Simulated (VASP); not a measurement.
Input of a VASP 6.6.1 run:

INCAR

```
SYSTEM = Mg
PREC     = Accurate       ! precision mode
ENCUT    = 520            ! plane-wave cutoff, eV
EDIFF    = 1E-6           ! SCF threshold, eV
ISMEAR   = 0              ! smearing method
SIGMA    = 0.15           ! smearing width, eV
LREAL    = .FALSE.        ! projectors in reciprocal space
LASPH    = .TRUE.         ! aspherical terms in the spheres
NELM     = 100            ! most SCF steps
ALGO     = Normal         ! electronic algorithm
ISIF     = 2              ! what is computed and relaxed
LWAVE    = .FALSE.        ! write WAVECAR
LCHARG   = .TRUE.         ! write CHGCAR
GGA      = PE             ! functional
LELF     = .TRUE.         ! ELF
LVHAR    = .TRUE.       
NBANDS   = 7              ! bands
```

File KPOINTS:

```
regular mesh
0
G
  20 20 20
  0 0 0
```

The input POSCAR:

```
Mg
1.0
   -1.8359916300      1.8359916300      1.6794040200
    1.8359916300     -1.8359916300      1.6794040200
    1.8359916300      1.8359916300     -1.6794040200
Mg
1
Direct
    0.0000000000      0.0000000000      0.0000000000
```

Potentials or basis: VASP PAW PBE potentials, release 64 (Mg).

The run is started by

```console
$ cat potpaw_PBE.64/Mg/POTCAR > POTCAR
$ mpirun -np 1 vasp_std > vasp.out
```

Problem. What does it give for the band gap on the k mesh?

Solution. None (metal or under the smearing width).

Problem. Predict the pressure.

Solution. 0.4 GPa.

Stress tensor (GPa, compression positive):
```
0.31 0.00 0.00
0.00 0.31 0.00
0.00 0.00 0.67
```
